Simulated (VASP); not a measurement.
# Gd (Fm-3m) in VASP: a series of runs

The runs below take Gd through single point, relaxation of cell and atoms, with PBEsol.

All numbers are computed with VASP 6.6.1; they aren't measurements. Logs are shortened: lines on timing, memory, paths and dates and some standing lists are left out, and cuts for length are marked.

**1. Starting point**

The structure is cubic, space group Fm-3m (No. 225). Conventional cell: a = 4.951 Å, b = 4.951 Å, c = 4.951 Å, α = 90.00°, β = 90.00°, γ = 90.00°. Gd (site symmetry m-3m) has 12 Gd at 3.50 Å as nearest neighbours.

This isn't the form of Gd at room conditions, which is hcp.

**2. Single point, PBEsol, collinear spin, typed start**

File INCAR:

```
  PREC = Accurate
  ENCUT = 520
  EDIFF = 1E-7
  ISMEAR = 1
  SIGMA = 0.1
  LREAL = F
  LASPH = T
  NELM = 150
  ALGO = Normal
  ISIF = 2
  LWAVE = F
  LCHARG = F
  ISPIN = 2
  MAGMOM = 7
  LORBIT = 11
  LMAXMIX = 6
  GGA = PS
  NBANDS = 19
```

File KPOINTS:

```
regular mesh
0
Gamma
  6 6 6
```

File POSCAR:

```
Gd
1.0
    0.0000000000      2.4754869323      2.4754869323
    2.4754869323      0.0000000000      2.4754869323
    2.4754869323      2.4754869323      0.0000000000
Gd
1
Direct
    0.0000000000      0.0000000000      0.0000000000
```

Potentials or basis: VASP PAW PBE potentials, release 64 (Gd).

The run is started by

```
cat potpaw_PBE.64/Gd/POTCAR > POTCAR
mpirun -np 1 vasp_std > vasp.out
```

OUTCAR:

```text
PREC = Accurate
   ENCUT = 520
   EDIFF = 1E-7
   ISMEAR = 1
   LREAL = F
   LASPH = T
   NELM = 150
   ISIF = 2
   ISPIN = 2
   LORBIT = 11
   GGA = PS

 ion  position               nearest neighbor table
   1  0.000  0.000  0.000-

  LATTYP: Found a face centered cubic cell.
 ALAT       =     4.9509738646

  Lattice vectors:

 A1 = (   0.0000000000,   2.4754869323,   2.4754869323)
 A2 = (   2.4754869323,   0.0000000000,   2.4754869323)
 A3 = (   2.4754869323,   2.4754869323,   0.0000000000)

Analysis of symmetry for initial positions (statically):
=====================================================================
 Subroutine PRICEL returns:
 Original cell was already a primitive cell.

 Routine SETGRP: Setting up the symmetry group for a
 face centered cubic supercell.

 Subroutine GETGRP returns: Found 48 space group operations
 (whereof 48 operations were pure point group operations)
 out of a pool of 48 trial point group operations.

The static configuration has the point symmetry O_h .

Analysis of symmetry for dynamics (positions and initial velocities):
=====================================================================
 Subroutine PRICEL returns:
 Original cell was already a primitive cell.

 Routine SETGRP: Setting up the symmetry group for a
 face centered cubic supercell.

 Subroutine GETGRP returns: Found 48 space group operations
 (whereof 48 operations were pure point group operations)
 out of a pool of 48 trial point group operations.

The dynamic configuration has the point symmetry O_h .

Analysis of structural, dynamic, and magnetic symmetry:
=====================================================================
 Subroutine PRICEL returns:
 Original cell was already a primitive cell.

 Routine SETGRP: Setting up the symmetry group for a
 face centered cubic supercell.

 Subroutine GETGRP returns: Found 48 space group operations
 (whereof 48 operations were pure point group operations)
 out of a pool of 48 trial point group operations.

The overall configuration has the point symmetry O_h .

 Subroutine INISYM returns: Found 48 space group operations
 (whereof 48 operations are pure point group operations),
 and found     1 'primitive' translations

----------------------------------------------------------------------------------------

                                     Primitive cell

  volume of cell :      30.3397

  direct lattice vectors                    reciprocal lattice vectors
     0.000000000  2.475486932  2.475486932    -0.201980464  0.201980464  0.201980464
     2.475486932  0.000000000  2.475486932     0.201980464 -0.201980464  0.201980464
     2.475486932  2.475486932  0.000000000     0.201980464  0.201980464 -0.201980464

  length of vectors
     3.500867193  3.500867193  3.500867193     0.349840426  0.349840426  0.349840426

  position of ions in fractional coordinates (direct lattice)
     0.000000000  0.000000000  0.000000000

  ion indices of the primitive-cell ions
   primitive index   ion index
                 1           1

----------------------------------------------------------------------------------------

 KPOINTS: regular mesh

Automatic generation of k-mesh.
 Grid dimensions read from file:
 generate k-points for:    6    6    6

 Generating k-lattice:

  Cartesian coordinates                     Fractional coordinates (reciprocal lattice)
    -0.033663411  0.033663411  0.033663411     0.166666667  0.000000000  0.000000000
     0.033663411 -0.033663411  0.033663411     0.000000000  0.166666667  0.000000000
     0.033663411  0.033663411 -0.033663411     0.000000000  0.000000000  0.166666667

  Length of vectors
     0.058306738  0.058306738  0.058306738

  Shift w.r.t. Gamma in fractional coordinates (k-lattice)
     0.000000000  0.000000000  0.000000000

 Subroutine IBZKPT returns following result:
 ===========================================

 Found     16 irreducible k-points:

 Following reciprocal coordinates:
            Coordinates               Weight
  0.000000  0.000000  0.000000      1.000000
  0.166667  0.000000  0.000000      8.000000
  0.333333  0.000000  0.000000      8.000000
  0.500000  0.000000  0.000000      4.000000
  0.166667  0.166667  0.000000      6.000000
  0.333333  0.166667  0.000000     24.000000
[... 8 lines left out ...]
 -0.333333  0.333333  0.166667     24.000000
 -0.333333  0.500000  0.166667     12.000000
   k-points           NKPTS =     16   k-points in BZ     NKDIM =     16   number of bands    NBANDS=     19
   number of dos      NEDOS =    301   number of ions     NIONS =      1
   total plane-waves  NPLWV =  21952
   dimension x,y,z NGX =    28 NGY =   28 NGZ =   28
   dimension x,y,z NGXF=    56 NGYF=   56 NGZF=   56
   ions per type =               1
   NGX,Y,Z   is equivalent  to a cutoff of  13.30, 13.30, 13.30 a.u.
   NGXF,Y,Z  is equivalent  to a cutoff of  26.59, 26.59, 26.59 a.u.
 SYSTEM =  unknown system
   PREC   = accura    normal or accurate (medium, high low for compatibility)
   ISTART =      0    job   : 0-new  1-cont  2-samecut
   ICHARG =      2    charge: 1-file 2-atom 10-const
   ISPIN  =      2    spin polarized calculation?
   LNONCOLLINEAR =      F non collinear calculations
   LSORBIT =      F    spin-orbit coupling
   LASPH  =      T    aspherical Exc in radial PAW
   ENCUT  =  520.0 eV  38.22 Ry    6.18 a.u.   6.51  6.51  6.51*2*pi/ulx,y,z
   NELM   =    150;   NELMIN=  2; NELMDL= -5     # of ELM steps
   EDIFF  = 0.1E-06   stopping-criterion for ELM
   LREAL  =      F    real-space projection
   EDIFFG = 0.1E-05   stopping-criterion for IOM
   NSW    =      0    number of steps for IOM
   IBRION =     -1    ionic relax: 0-MD 1-quasi-New 2-CG
   NFREE  =      0    steps in history (QN), initial steepest desc. (CG)
   ISIF   =      2    stress and relaxation
   ISYM   =      2    0-nonsym 1-usesym 2-fastsym
   POTIM  = 0.5000    time-step for ionic-motion
   TEBEG  =    0.0;   TEEND  =   0.0 temperature during run
   PSTRESS=    0.0 pullay stress
   NELECT =      18.0000    total number of electrons
   NUPDOWN=      -1.0000    fix difference up-down
   EMIN   =  10.00;   EMAX   =-10.00  energy-range for DOS
   EFERMI =   0.00;   METHOD = LEGACY
   ISMEAR =     1;   SIGMA  =   0.10  broadening in eV -4-tet -1-fermi 0-gaus
   EFERMI_NEDOS =   21; number of points for ismear=-14 and -15
   IALGO  =     38    algorithm
   IMIX   =      4    mixing-type and parameters
     AMIX     =   0.40;   BMIX     =  1.00
     AMIX_MAG =   1.60;   BMIX_MAG =  1.00
  volume/ion in A,a.u.               =      30.34       204.74
  Fermi-wavevector in a.u.,A,eV,Ry     =   1.375609  2.599524 25.746309  1.892300
  Thomas-Fermi vector in A             =   2.500929
   LORBIT       =     11    0 simple, 1 ext, 2 COOP (PROOUT), +10 PAW based schemes
   GGA     = PS    functional components
   LHFCALC =     F    Hartree Fock is set to
   AEXX    =    0.0000 exact exchange contribution
   IVDW    =     0    specifies the selected vdW correction
   LEPSILON=     F    determine dielectric tensor
   LRPA    =     F    only Hartree local field effects (RPA)
 spin polarized calculation
 Methfessel and Paxton  Order N= 1 SIGMA  =   0.10
  energy-cutoff  :      520.00
  volume of cell :       30.34
 maximum number of plane-waves:       869
 NGX is ok and might be reduce to    28
   NGX = 13   NGY = 13   NGZ = 13

 number of electron      18.0000005 magnetization       7.2723008

 Free energy of the ion-electron system (eV)
  ---------------------------------------------------
  ext. energy  EPLUGINS =         0.00000000
  ---------------------------------------------------
  free energy    TOTEN  =       -12.00643806 eV

  energy without entropy =      -12.00628978  energy(sigma->0) =      -12.00638864

 E-fermi :   3.3098     XC(G=0): -10.5155

 val. band max:        3.1791807677   @ k =  -0.3333   0.5000   0.1667
 cond. band min:       3.3288430787   @ k =   0.5000   0.1667   0.0000
 fundamental gap:      0.1496623110
 Fermi energy:         3.3097823993

 spin component 1

 k-point     1 :       0.0000    0.0000    0.0000
  band No.  band energies     occupation
      1     -41.7887      1.00000
      2     -18.7208      1.00000
      3     -18.7208      1.00000
      4     -18.7208      1.00000
      5      -1.8397      1.00000
      6      -1.4263      1.00000
[... 11 lines left out ...]
     18      12.7624      0.00000
     19      16.3337      0.00000

 k-point     2 :       0.1667    0.0000    0.0000
  band No.  band energies     occupation
      1     -41.7662      1.00000
      2     -18.9657      1.00000
      3     -18.7512      1.00000
      4     -18.7512      1.00000
      5      -1.4042      1.00000
      6      -1.3472      1.00000
[... 11 lines left out ...]
     18      13.7527      0.00000
     19      14.8194      0.00000

 k-point     3 :       0.3333    0.0000    0.0000
  band No.  band energies     occupation
      1     -41.7207      1.00000
      2     -19.4242      1.00000
      3     -18.8113      1.00000
      4     -18.8113      1.00000
      5      -1.3959      1.00000
      6      -1.3243      1.00000
[... 11 lines left out ...]
     18      12.2269      0.00000
     19      15.3040      0.00000

 k-point     4 :       0.5000    0.0000    0.0000
  band No.  band energies     occupation
      1     -41.6977      1.00000
      2     -19.6401      1.00000
      3     -18.8409      1.00000
      4     -18.8409      1.00000
      5      -1.4063      1.00000
      6      -1.3505      1.00000
[... 219 lines left out ...]
      6      -1.3281      1.00000
[... 11 lines left out ...]
     18      13.0165      0.00000
     19      15.1417      0.00000

 k-point    15 :      -0.3333    0.3333    0.1667
  band No.  band energies     occupation
      1     -41.6753      1.00000
      2     -19.4352      1.00000
      3     -19.2060      1.00000
      4     -18.9747      1.00000
      5      -1.3603      1.00000
      6      -1.3443      1.00000
[... 11 lines left out ...]
     18      11.1498      0.00000
     19      14.9852      0.00000

 k-point    16 :      -0.3333    0.5000    0.1667
  band No.  band energies     occupation
      1     -41.6678      1.00000
      2     -19.4526      1.00000
      3     -19.1874      1.00000
      4     -19.0604      1.00000
      5      -1.3399      1.00000
      6      -1.3375      1.00000
[... 11 lines left out ...]
     18      11.8493      0.00000
     19      12.1958      0.00000
 Fermi energy:         3.3097823993

 spin component 2

 k-point     1 :       0.0000    0.0000    0.0000
  band No.  band energies     occupation
      1     -38.6512      1.00000
      2     -16.3818      1.00000
      3     -16.3818      1.00000
      4     -16.3818      1.00000
      5      -1.1841      1.00000
      6       3.6224     -0.00005
[... 11 lines left out ...]
     18      13.6531      0.00000
     19      16.9899      0.00000

 k-point     2 :       0.1667    0.0000    0.0000
  band No.  band energies     occupation
      1     -38.6225      1.00000
      2     -16.6863      1.00000
      3     -16.4181      1.00000
      4     -16.4181      1.00000
      5      -0.3604      1.00000
      6       3.5522     -0.00162
[... 11 lines left out ...]
     18      14.4499      0.00000
     19      15.6500      0.00000

 k-point     3 :       0.3333    0.0000    0.0000
  band No.  band energies     occupation
      1     -38.5648      1.00000
      2     -17.2463      1.00000
      3     -16.4898      1.00000
      4     -16.4898      1.00000
      5       1.0959      1.00000
      6       3.6785     -0.00000
[... 11 lines left out ...]
     18      12.9991      0.00000
     19      16.5712      0.00000

 k-point     4 :       0.5000    0.0000    0.0000
  band No.  band energies     occupation
      1     -38.5356      1.00000
      2     -17.5062      1.00000
      3     -16.5249      1.00000
      4     -16.5249      1.00000
      5       1.4654      1.00000
      6       3.6425     -0.00001
[... 231 lines left out ...]
     18      14.1288      0.00000
     19      16.2992      0.00000

 k-point    15 :      -0.3333    0.3333    0.1667
  band No.  band energies     occupation
      1     -38.5072      1.00000
      2     -17.2550      1.00000
      3     -16.9738      1.00000
      4     -16.6898      1.00000
      5       2.9508      1.00000
      6       3.1671      1.03076
[... 11 lines left out ...]
     18      12.3716      0.00000
     19      16.2488      0.00000

 k-point    16 :      -0.3333    0.5000    0.1667
  band No.  band energies     occupation
      1     -38.4977      1.00000
      2     -17.2734      1.00000
      3     -16.9498      1.00000
      4     -16.7958      1.00000
      5       2.2516      1.00000
      6       3.1792      1.03455
[... 11 lines left out ...]
     18      13.1028      0.00000
     19      13.1949      0.00000

------------------------ aborting loop because EDIFF is reached ----------------------------------------

  FORCE on cell =-STRESS in cart. coord.  units (eV):
  Direction    XX          YY          ZZ          XY          YZ          ZX
  --------------------------------------------------------------------------------------
  -------------------------------------------------------------------------------------
  Total       -0.0123175     -0.0123175     -0.0123175     -0.0000000      0.0000000      0.0000000
  in kB       -0.6504608     -0.6504608     -0.6504608     -0.0000000      0.0000000      0.0000000
  external PRESSURE =      -0.6504608 kB  Pullay stress =       0.0000000 kB

 VOLUME and BASIS-vectors are now :
 -----------------------------------------------------------------------------
  energy-cutoff  :      520.00
  volume of cell :       30.34
      direct lattice vectors                 reciprocal lattice vectors
     0.000000000  2.475486932  2.475486932    -0.201980464  0.201980464  0.201980464
     2.475486932  0.000000000  2.475486932     0.201980464 -0.201980464  0.201980464
     2.475486932  2.475486932  0.000000000     0.201980464  0.201980464 -0.201980464

 POSITION                                       TOTAL-FORCE (eV/Angst)
 -----------------------------------------------------------------------------------
      0.00000      0.00000      0.00000         0.000000      0.000000      0.000000
 -----------------------------------------------------------------------------------
    total drift:                               -0.000000     -0.000000     -0.000000

  FREE ENERGIE OF THE ION-ELECTRON SYSTEM (eV)
  ---------------------------------------------------
  free  energy   TOTEN  =       -12.0064380645 eV

  energy  without entropy=      -12.0062897839  energy(sigma->0) =      -12.00638864

 total charge

# of ion       s       p       d       f       tot
--------------------------------------------------
    1        2.078   5.534   0.632   6.983  15.227

 magnetization (x)

# of ion       s       p       d       f       tot
--------------------------------------------------
    1        0.003  -0.055   0.132   6.805   6.886
```

It took 55 s on 1 thread of Intel Xeon Platinum 8559C (Emerald Rapids), shared host; peak memory 0.18 GiB.

Results:

| Property | Result |
| --- | --- |
| Free energy | -12.0064 eV |
| Pressure | -0.1 GPa |
| Band gap on the k mesh | none (metal or under the smearing width) |
| Net moment | 7.27 μB per cell |
| Site moments | Gd +6.89 μB |
| Valence electrons inside the program's atomic spheres | Gd 15.23 |

Levels at points of the mesh, in eV from the Fermi level:
Spin up:
```tsv
k point	band 9	band 10	band 11	band 12	band 13	band 14	band 15	band 16
(0.00, 0.00, 0.00)	-4.65	-4.51	-4.51	-4.51	1.43	1.43	1.43	3.91
(0.50, 0.00, 0.00)	-4.54	-4.54	-4.51	-2.58	1.24	1.24	1.27	5.81
(0.50, 0.50, 0.00)	-4.56	-4.56	-4.55	-2.45	-1.63	2.94	5.84	6.37
```
Spin down:
```csv
k point,band 2,band 3,band 4,band 5,band 6,band 7,band 8,band 9
"(0.00, 0.00, 0.00)",-19.69,-19.69,-19.69,-4.49,0.31,0.54,0.54,0.54
"(0.50, 0.00, 0.00)",-20.82,-19.83,-19.83,-1.84,0.33,0.56,0.56,0.62
"(0.50, 0.50, 0.00)",-20.74,-20.09,-20.09,-1.87,-0.86,0.59,0.59,0.59
```

Caveat: the k mesh is coarse (spacing up to 0.37 Å⁻¹), so the values aren't converged; the PAW data sets were made with another functional, which shifts forces and pressure a little; spin-orbit coupling is left out, which moves the levels of the heavy elements. The state reached can hang on the start; a lower one may exist.

(Continued in part 2 of 2.)
